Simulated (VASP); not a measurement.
C:

```
C
1.0
     0.00000    1.78337    1.78337
     1.78337    0.00000    1.78337
     1.78337    1.78337    0.00000
C
2
Direct
  0.00000 0.00000 0.00000
  0.25000 0.25000 0.25000
```

This isn't the form of C at room conditions, which is graphite.

Base run:

* Program: VASP 6.6.1
* Functional: PBE
* Potentials or basis: VASP PAW PBE potentials, release 64 (C)
* Cutoff: 520 eV
* k mesh: 11 × 11 × 11
* Occupations: fermi-dirac, width 0.02 eV
* Spin: no spin polarisation

Its results: band gap on the k mesh 4.13 eV, indirect (least direct gap 5.59 eV); pressure 2.5 GPa.

The run is repeated on the same cell with these changes: functional from PBE to PBEsol. What comes out?

Band gap on the k mesh 4.00 eV, indirect (least direct gap 5.54 eV); pressure -3.8 GPa.

PBEsol binds more tightly than PBE, so the same cell stands under less pressure.

Caveats: an odd mesh through Γ misses points on the zone boundary, where band edges often lie; the PAW data sets were made with another functional, which shifts forces and pressure a little (some runs).
